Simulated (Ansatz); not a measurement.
# Ru (sc type) under strong compression

```xyz
1
Lattice="2.5121 0.0000 0.0000 0.0000 2.5121 0.0000 0.0000 0.0000 2.5121" Properties=species:S:1:pos:R:3 pbc="T T T"
Ru    0.0000    0.0000    0.0000
```

The cell comes from a relaxation on PAW files under the same functional, begun from a prototype that needn't be the stable phase.

Its volume is scaled at fixed shape and fractional positions.

Level of theory: DFT with PBE, scalar-relativistic, in Ansatz 0.2.0; a Γ-centred 15×15×15 k mesh, Fermi–Dirac smearing of 0.1 eV, no spin polarisation. LAPW: all electrons, basis error target 1 meV/atom; PAW: frozen-core files, cutoff 420 eV; crystal datasets: all electrons, by PAW datasets that the program makes for each cell; norm-conserving: pseudopotentials, cutoff 1143 eV; PAW (cutoff 600 eV): frozen-core files, cutoff 600 eV.

Energies are extrapolated to zero smearing and count from the unscaled cell; pressure is positive in compression; gaps take the mesh and a band path. No temperature or zero-point motion is included.

| V/V0 | V (Å³/atom) | P LAPW (GPa) | ΔE LAPW (eV/atom) | P PAW − LAPW (GPa) | ΔE PAW − LAPW (meV/atom) |
| --- | --- | --- | --- | --- | --- |
| 1.00 | 15.85 | -0.05 | 0.000 | 0.02 | 0.0 |
| 0.90 | 14.27 | 29.6 | 0.129 | 0.01 | 0.2 |
| 0.80 | 12.68 | 82.6 | 0.655 | -0.05 | 0.1 |
| 0.70 | 11.10 | 179.1 | 1.898 | -0.19 | -1.0 |
| 0.60 | 9.51 | ? | ? | ? | ? |
| 0.50 | 7.93 | 735.3 | 9.663 | -0.03 | -7.0 |
| 0.40 | 6.34 | 1589 | 20.543 | 2.26 | 3.7 |

**Question.** Fit the Vinet equation to the LAPW pressures shown (residuals weighted by 1/(|P| + 0.03·Pmax)), and predict the pressure of the withheld row.

**Answer.** The fit gives V0 = 15.87 Å³/atom, B0 = 209 GPa and B0′ = 5.16. At 9.51 Å³/atom, x = (V/V0)^(1/3) = 0.8432, and P = 3·B0·(1 − x)/x²·exp[1.5·(B0′ − 1)·(1 − x)] = 367.4 GPa. The run itself gave 361.9 GPa (+1.5 % off) and ΔE = 4.472 eV/atom.

**Question.** From the table, what is the rise of the enthalpy H = E + pV up to the last row, and how stiff is the crystal between the last two rows?

**Answer.** ΔH = 20.543 eV + (1589 GPa × 6.34 Å³ + 0.05 GPa × 15.85 Å³) × 0.006242 eV/(GPa·Å³) = 83.43 eV/atom, of which pV makes 75 %. The mean bulk modulus there is −ΔP/Δln V = 3830 GPa.

**Question.** At the smallest volume, how far do crystal datasets and norm-conserving and PAW (cutoff 600 eV) lie from LAPW in pressure?

**Answer.** crystal datasets: +0.01 GPa; norm-conserving: +9.01 GPa; PAW (cutoff 600 eV): +1.24 GPa, on a LAPW pressure of 1589 GPa.

**Question.** How do the Löwdin populations by LAPW change from the unscaled cell to the last row?

**Answer.** Ru 4s 1.96 → 1.85, Ru 5s 0.75 → 0.52, Ru 4p 5.99 → 5.92, Ru 4d 7.25 → 7.62 electrons an atom. These are projections on the shells that the free atoms fill; 0.06 e a cell lies outside them at the start and 0.11 e at the end.
